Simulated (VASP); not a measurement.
# ZnGe2N2 (P-3m1) in VASP: settings compared

The runs below take ZnGe2N2 through relaxation of cell and atoms, single point, with PBE, r2SCAN.

Program: VASP 6.6.1. These are calculated values, not measurements. Logs are shortened: lines on timing, memory, paths and dates and some standing lists are left out, and cuts for length are marked.

### 1 Starting point

It takes space group P-3m1 (No. 164, trigonal). The conventional cell has a = 3.080 Å, b = 3.080 Å, c = 8.350 Å, α = 90.00°, β = 90.00°, γ = 120.00°. Zn (site symmetry -3m) has 2 N at 2.15 Å as nearest neighbours. Ge (site symmetry 3m) is surrounded by 3 N at 1.96 Å. Around N (site symmetry 3m) lie 3 Ge at 1.96 Å and 1 Zn at 2.15 Å.

The cell was built by a generator and needn't be a form met in nature.

### 2 Relaxation of cell and atoms, PBE

Input file INCAR:

```
ALGO = Normal
EDIFF = 1E-6
EDIFFG = -0.01
ENCUT = 520
GGA = PE
IBRION = 2
ISIF = 3
ISMEAR = 0
KPAR = 4
LASPH = T
LCHARG = F
LREAL = F
LWAVE = F
NELM = 120
NSW = 90
PREC = Accurate
SIGMA = 0.1
```

Input file KPOINTS:

```
k-points
0
Gamma
  12 12 4
```

Input file POSCAR:

```
ZnGe2N2
1.0
    3.0798448800      0.0000000000      0.0000000000
   -1.5399224400      2.6672239000      0.0000000000
    0.0000000000      0.0000000000      8.3500000000
Zn Ge N
1 2 2
Direct
    0.0000000000      0.0000000000      0.0000000000
    0.3333333300      0.6666666700      0.3574850300
    0.6666666700      0.3333333300      0.6425149700
    0.0000000000      0.0000000000      0.7420359300
    0.0000000000      0.0000000000      0.2579640700
```

Potentials or basis: VASP PAW PBE potentials, release 64 (Zn, Ge_d, N).

Command:

```console
> cat potpaw_PBE.64/Zn/POTCAR potpaw_PBE.64/Ge_d/POTCAR potpaw_PBE.64/N/POTCAR > POTCAR
> mpirun -np 4 vasp_std > vasp.out
```

OUTCAR:

```text
EDIFF = 1E-6
   EDIFFG = -0.01
   ENCUT = 520
   GGA = PE
   IBRION = 2
   ISIF = 3
   ISMEAR = 0
   LASPH = T
   LREAL = F
   NELM = 120
   NSW = 90
   PREC = Accurate

 ion  position               nearest neighbor table
   1  0.000  0.000  0.000-   4 2.15   5 2.15
   2  0.333  0.667  0.357-   5 1.96   5 1.96   5 1.96
   3  0.667  0.333  0.643-   4 1.96   4 1.96   4 1.96
   4  0.000  0.000  0.742-   3 1.96   3 1.96   3 1.96   1 2.15
   5  0.000  0.000  0.258-   2 1.96   2 1.96   2 1.96   1 2.15

  LATTYP: Found a hexagonal cell.
 ALAT       =     3.0798448800
 C/A-ratio  =     2.7111755057

  Lattice vectors:

 A1 = (   3.0798448800,   0.0000000000,   0.0000000000)
 A2 = (  -1.5399224400,   2.6672239000,   0.0000000000)
 A3 = (   0.0000000000,   0.0000000000,   8.3500000000)

Analysis of symmetry for initial positions (statically):
=====================================================================
 Subroutine PRICEL returns:
 Original cell was already a primitive cell.

 Routine SETGRP: Setting up the symmetry group for a
 hexagonal supercell.

 Subroutine GETGRP returns: Found 12 space group operations
 (whereof 12 operations were pure point group operations)
 out of a pool of 24 trial point group operations.

The static configuration has the point symmetry D_3d.

Analysis of symmetry for dynamics (positions and initial velocities):
=====================================================================
 Subroutine PRICEL returns:
 Original cell was already a primitive cell.

 Routine SETGRP: Setting up the symmetry group for a
 hexagonal supercell.

 Subroutine GETGRP returns: Found 12 space group operations
 (whereof 12 operations were pure point group operations)
 out of a pool of 24 trial point group operations.

The dynamic configuration has the point symmetry D_3d.

 Subroutine INISYM returns: Found 12 space group operations
 (whereof 12 operations are pure point group operations),
 and found     1 'primitive' translations

----------------------------------------------------------------------------------------

[... 116 lines left out ...]
   IMIX   =      4    mixing-type and parameters
     AMIX     =   0.40;   BMIX     =  1.00
     AMIX_MAG =   1.60;   BMIX_MAG =  1.00
  volume/ion in A,a.u.               =      13.72        92.58
  Fermi-wavevector in a.u.,A,eV,Ry     =   1.473352  2.784232 29.535073  2.170767
  Thomas-Fermi vector in A             =   2.588256
   LORBIT       =      0    0 simple, 1 ext, 2 COOP (PROOUT), +10 PAW based schemes
   GGA     = PE    functional components
   LHFCALC =     F    Hartree Fock is set to
   AEXX    =    0.0000 exact exchange contribution
   IVDW    =     0    specifies the selected vdW correction
   LEPSILON=     F    determine dielectric tensor
   LRPA    =     F    only Hartree local field effects (RPA)
 conjugate gradient relaxation of ions
 non-spin polarized calculation
 Gauss-broadening in eV      SIGMA  =   0.10
  energy-cutoff  :      520.00
  volume of cell :       68.59
 maximum number of plane-waves:      1870
 NGX is ok and might be reduce to    24
   NGX = 11   NGY = 11   NGZ = 31

--------------------------------------- Ionic step        1  -------------------------------------------

 number of electron      49.9999978 magnetization

 Free energy of the ion-electron system (eV)
  ---------------------------------------------------
  ext. energy  EPLUGINS =         0.00000000
  ---------------------------------------------------
  free energy    TOTEN  =       -25.73334987 eV

  energy without entropy =      -25.72803869  energy(sigma->0) =      -25.73069428

------------------------ aborting loop because EDIFF is reached ----------------------------------------

  FORCE on cell =-STRESS in cart. coord.  units (eV):
  Direction    XX          YY          ZZ          XY          YZ          ZX
  --------------------------------------------------------------------------------------
  -------------------------------------------------------------------------------------
  Total       -0.1368573     -0.1368573     -0.4926027      0.0000000      0.0000000     -0.0000000
  in kB       -3.1967143     -3.1967143    -11.5062176      0.0000000      0.0000000     -0.0000000
  external PRESSURE =      -5.9665487 kB  Pullay stress =       0.0000000 kB
[... 98 lines left out ...]
  FREE ENERGIE OF THE ION-ELECTRON SYSTEM (eV)
  ---------------------------------------------------
  free  energy   TOTEN  =       -25.7468742384 eV

  energy  without entropy=      -25.7402672322  energy(sigma->0) =      -25.74357074

[... ionic steps 4 to 17 ...]

--------------------------------------- Ionic step       18  -------------------------------------------

 number of electron      49.9999981 magnetization

------------------------ aborting loop because EDIFF is reached ----------------------------------------
[... 73 lines left out ...]
--------------------------------------- Ionic step       20  -------------------------------------------

 number of electron      49.9999979 magnetization

 Free energy of the ion-electron system (eV)
  ---------------------------------------------------
  ext. energy  EPLUGINS =         0.00000000
  ---------------------------------------------------
  free energy    TOTEN  =       -25.76273947 eV

  energy without entropy =      -25.75473863  energy(sigma->0) =      -25.75873905

 E-fermi :   5.9993     XC(G=0): -11.2717

 val. band max:        5.9941159382   @ k =   0.0000   0.2500   0.2500
 cond. band min:       6.0128030550   @ k =   0.1667   0.1667   0.2500
 fundamental gap:      0.0186871168
 Fermi energy:         5.9993242291

 k-point     1 :       0.0000    0.0000    0.0000
  band No.  band energies     occupation
      1     -19.2594      2.00000
      2     -19.2594      2.00000
      3     -19.2469      2.00000
      4     -19.2469      2.00000
      5     -19.2129      2.00000
      6     -19.1954      2.00000
[... 781 lines left out ...]
     29      11.3781      0.00000
     30      11.6376      0.00000

 [... further k-points ...]

------------------------ aborting loop because EDIFF is reached ----------------------------------------

  FORCE on cell =-STRESS in cart. coord.  units (eV):
  Direction    XX          YY          ZZ          XY          YZ          ZX
  --------------------------------------------------------------------------------------
  -------------------------------------------------------------------------------------
  Total       -0.0050471     -0.0050471     -0.0150508      0.0000000      0.0000000      0.0000000
  in kB       -0.1191158     -0.1191158     -0.3552080      0.0000000      0.0000000      0.0000000
  external PRESSURE =      -0.1978132 kB  Pullay stress =       0.0000000 kB
[... 20 lines left out ...]
  FREE ENERGIE OF THE ION-ELECTRON SYSTEM (eV)
  ---------------------------------------------------
  free  energy   TOTEN  =       -25.7627394749 eV

  energy  without entropy=      -25.7547386265  energy(sigma->0) =      -25.75873905

 reached required accuracy - stopping structural energy minimisation
```

OSZICAR:

```text
N       E                     dE             d eps       ncg     rms          rms(c)
DAV:   1     0.472422185963E+03    0.47242E+03   -0.25123E+04  4868   0.418E+03
DAV:   2     0.556390243394E+02   -0.41678E+03   -0.40128E+03  4196   0.833E+02
DAV:   3    -0.241810168988E+02   -0.79820E+02   -0.78148E+02  4766   0.219E+02
DAV:   4    -0.294308707783E+02   -0.52499E+01   -0.52105E+01  4846   0.629E+01
[... 168 lines left out ...]
DAV:   2    -0.257628751494E+02    0.53173E-03   -0.16559E-03  4824   0.750E-01    0.756E-02
DAV:   3    -0.257627716664E+02    0.10348E-03   -0.16909E-04  5820   0.214E-01    0.322E-02
DAV:   4    -0.257627435106E+02    0.28156E-04   -0.43343E-05  6418   0.937E-02    0.107E-02
DAV:   5    -0.257627403101E+02    0.32005E-05   -0.53408E-06  4116   0.262E-02    0.469E-03
DAV:   6    -0.257627394749E+02    0.83519E-06   -0.13093E-06  2196   0.168E-02
  20 F= -.25762739E+02 E0= -.25758739E+02  d E =-.125446E-04
```

It took 2.7 min on 4 MPI ranks of Intel Xeon 6975P-C (Granite Rapids), shared host; peak memory 0.28 GiB.

What came out:

| Item | Value |
| --- | --- |
| Free energy | -25.7627 eV |
| Relaxed volume | 13.58 Å³/atom |
| Relaxed cell | a = 3.116 Å, b = 3.116 Å, c = 8.076 Å, α = 90.00°, β = 90.00°, γ = 120.00° |
| Space group after relaxing (to 0.05 Å) | P-3m1 (No. 164) |
| Energy gained by relaxing | 5.9 meV/atom |
| Ionic steps | 20 |
| Pressure after relaxing | 0.0 GPa |
| Largest force after relaxing | 0.004 eV/Å |
| Band gap on the k mesh | none (metal or under the smearing width) |

Forces on the atoms (eV/Å):
```
Zn   0.000  0.000  0.000
Ge   0.000  0.000 -0.004
Ge   0.000  0.000  0.004
N    0.000  0.000 -0.001
N    0.000  0.000  0.001
```

The path:
| step | energy change (eV) | largest force (eV/Å) | pressure (GPa) | volume (Å³) |
| --- | --- | --- | --- | --- |
| 1 | 0.0000 | 0.3172 | -0.60 | 68.59 |
| 2 | -0.0123 | 0.1098 | -0.42 | 68.09 |
| 3 | -0.0135 | 0.1547 | -0.39 | 67.86 |
| 4 | -0.0192 | 0.0752 | 0.60 | 67.27 |
| 5 | -0.0197 | 0.1029 | 1.15 | 66.94 |
| 6 | -0.0238 | 0.0995 | 0.65 | 67.21 |
| 7 | -0.0264 | 0.1104 | 0.21 | 67.54 |
| 8 | -0.0228 | 0.0703 | -0.23 | 68.18 |
| 9 | -0.0268 | 0.1111 | 0.14 | 67.67 |
| 10 | -0.0268 | 0.1094 | 0.07 | 67.76 |
| 11 | -0.0282 | 0.0717 | -0.22 | 67.87 |
| 12 | -0.0284 | 0.0976 | -0.43 | 67.92 |
| 13 | -0.0291 | 0.0566 | 0.00 | 67.72 |
| 14 | -0.0291 | 0.0462 | 0.32 | 67.67 |
| 15 | -0.0291 | 0.0516 | 0.12 | 67.69 |
| 16 | -0.0291 | 0.0500 | 0.18 | 67.69 |
| 17 | -0.0293 | 0.0128 | 0.12 | 67.76 |
| 18 | -0.0294 | 0.0165 | 0.08 | 67.82 |
| 19 | -0.0294 | 0.0089 | 0.10 | 67.81 |
| 20 | -0.0294 | 0.0043 | -0.02 | 67.89 |

Final structure:
```
Zn Ge N
1.0
     3.11559    0.00000    0.00000
    -1.55779    2.69818    0.00000
     0.00000    0.00000    8.07562
Zn Ge N
1 2 2
Direct
  0.00000 0.00000 0.00000
  0.33333 0.66667 0.35719
  0.66667 0.33333 0.64281
  0.00000 0.00000 0.75175
  0.00000 0.00000 0.24825
```

Levels at points of the mesh, in eV from the Fermi level:
| k point | band 22 | band 23 | band 24 | band 25 | band 26 | band 27 | band 28 | band 29 |
| --- | --- | --- | --- | --- | --- | --- | --- | --- |
| (0.00, 0.00, 0.00) | -2.88 | -2.69 | -2.69 | -0.14 | 0.99 | 2.30 | 5.63 | 5.65 |
| (0.50, 0.00, 0.00) | -4.39 | -3.95 | -3.83 | -1.81 | 0.48 | 2.19 | 2.47 | 3.92 |
| (0.00, 0.00, 0.50) | -2.85 | -2.72 | -2.72 | -2.22 | 1.92 | 1.96 | 5.64 | 5.64 |
| (0.50, 0.00, 0.50) | -4.19 | -4.16 | -3.27 | -1.50 | -0.26 | 1.34 | 3.96 | 4.10 |

### 3 Relaxation of cell and atoms, PBE

This run uses another cell than the first one, of 13.58 Å³/atom, 0.990 times its volume.

Input file INCAR:

```
ALGO = Normal
EDIFF = 1E-7
EDIFFG = -0.005
ENCUT = 520
GGA = PE
IBRION = 2
ISIF = 3
ISMEAR = 0
KPAR = 4
LASPH = T
LCHARG = F
LREAL = F
LWAVE = F
NELM = 120
NSW = 60
POTIM = 0.3
PREC = Accurate
SIGMA = 0.1
```

KPOINTS is that of step 2.

Input file POSCAR:

```
ZnGe2N2                                 
1.0
    3.1155872344     -0.0000000000     -0.0000000000
   -1.5577936172      2.6981776867     -0.0000000000
    0.0000000000     -0.0000000000      8.0756211815
  Zn              Ge              N             
     1     2     2
Direct
     0.0000000000000000    1.0000000000000000    0.0000000000000000
     0.3333333300000021    0.6666666699999979    0.3571852735735188
     0.6666666699999979    0.3333333300000021    0.6428147264264812
     0.0000000000000000    1.0000000000000000    0.7517466066394261
     0.0000000000000000    0.0000000000000000    0.2482533933605741
```

Potentials or basis: VASP PAW PBE potentials, release 64 (Zn, Ge_d, N).

Command:

```console
> cat potpaw_PBE.64/Zn/POTCAR potpaw_PBE.64/Ge_d/POTCAR potpaw_PBE.64/N/POTCAR > POTCAR
> mpirun -np 4 vasp_std > vasp.out
```

Wall time 30 s (4 MPI ranks of Intel Xeon 6975P-C (Granite Rapids), shared host); peak memory 0.26 GiB.

It converged, with:

```yaml
Free_energy: -25.7625 eV
Relaxed_volume: 13.57 Å³/atom
Relaxed_cell: a = 3.115 Å, b = 3.115 Å, c = 8.074 Å, α = 90.00°, β = 90.00°, γ = 120.00°
Space_group_after_relaxing_to_0.05_Å: P-3m1 (No. 164)
Energy_gained_by_relaxing: 0.0 meV/atom
Ionic_steps: 3
Pressure_after_relaxing: 0.0 GPa
Band_gap_on_the_k_mesh: none (metal or under the smearing width)
```

Final structure:
```
Zn Ge N
1.0
     3.11539    0.00000    0.00000
    -1.55769    2.69800    0.00000
     0.00000    0.00000    8.07435
Zn Ge N
1 2 2
Direct
  0.00000 0.00000 0.00000
  0.33333 0.66667 0.35717
  0.66667 0.33333 0.64283
  0.00000 0.00000 0.75175
  0.00000 0.00000 0.24825
```

Levels at points of the mesh, in eV from the Fermi level:
| k point | band 23 | band 24 | band 25 | band 26 | band 27 | band 28 |
| --- | --- | --- | --- | --- | --- | --- |
| (0.00, 0.00, 0.00) | -2.69 | -2.69 | -0.14 | 0.99 | 2.30 | 5.63 |
| (0.50, 0.00, 0.00) | -3.95 | -3.83 | -1.81 | 0.48 | 2.19 | 2.47 |
| (0.00, 0.00, 0.50) | -2.72 | -2.72 | -2.21 | 1.92 | 1.96 | 5.64 |
| (0.50, 0.00, 0.50) | -4.17 | -3.27 | -1.50 | -0.26 | 1.34 | 3.96 |

### 4 Single point, r2SCAN

This run uses another cell than the first one, of 13.57 Å³/atom, 0.989 times its volume.

Input file INCAR:

```
ALGO = Normal ; EDIFF = 1E-6
ENCUT = 520 ; ISIF = 2
ISMEAR = 0 ; KPAR = 4
LASPH = T ; LCHARG = F
LMIXTAU = T ; LREAL = F
LWAVE = F ; METAGGA = R2SCAN
NELM = 150 ; PREC = Accurate
SIGMA = 0.1
```

KPOINTS is that of step 3.

Input file POSCAR:

```
ZnGe2N2                                 
1.0
    3.1153854862      0.0000000000      0.0000000000
   -1.5576927431      2.6980029676      0.0000000000
   -0.0000000000     -0.0000000000      8.0743467615
  Zn              Ge              N             
     1     2     2
Direct
     0.0000000000000000    0.0000000000000000    0.0000000000000000
     0.3333333300000021    0.6666666699999979    0.3571732910834448
     0.6666666699999979    0.3333333300000021    0.6428267089165551
     0.0000000000000000    0.0000000000000000    0.7517459528761792
     0.0000000000000000    0.0000000000000000    0.2482540471238209
```

Command:

```console
> cat potpaw_PBE.64/Zn/POTCAR potpaw_PBE.64/Ge_d/POTCAR potpaw_PBE.64/N/POTCAR > POTCAR
> mpirun -np 4 vasp_std > vasp.out
```

It took 82 s on 4 MPI ranks of Intel Xeon 6975P-C (Granite Rapids), shared host; peak memory 0.27 GiB.

It converged, with:

```yaml
Free_energy: -54.0301 eV
Pressure: -4.5 GPa
Largest_force: 0.191 eV/Å
Band_gap_on_the_k_mesh: none (metal or under the smearing width)
```

Forces on the atoms (eV/Å):
```
Zn   0.000  0.000  0.000
Ge   0.000  0.000 -0.187
Ge   0.000  0.000  0.187
N    0.000  0.000 -0.191
N    0.000  0.000  0.191
```

Levels at points of the mesh, in eV from the Fermi level:
```csv
k point,band 21,band 22,band 23,band 24,band 25,band 26,band 27,band 28,band 29,band 30
"(0.00, 0.00, 0.00)",-3.11,-3.11,-2.91,-2.91,0.04,0.98,2.61,5.92,5.92,6.04
"(0.50, 0.00, 0.00)",-5.03,-4.68,-4.22,-4.06,-1.85,0.47,2.50,2.72,4.19,4.92
"(0.00, 0.00, 0.50)",-3.08,-3.08,-2.94,-2.94,-2.23,2.13,2.22,5.90,5.90,6.18
"(0.50, 0.00, 0.50)",-4.90,-4.47,-4.44,-3.51,-1.55,-0.24,1.57,4.27,4.42,4.91
```

Caveat: the PAW data sets were made with another functional, which shifts forces and pressure a little.
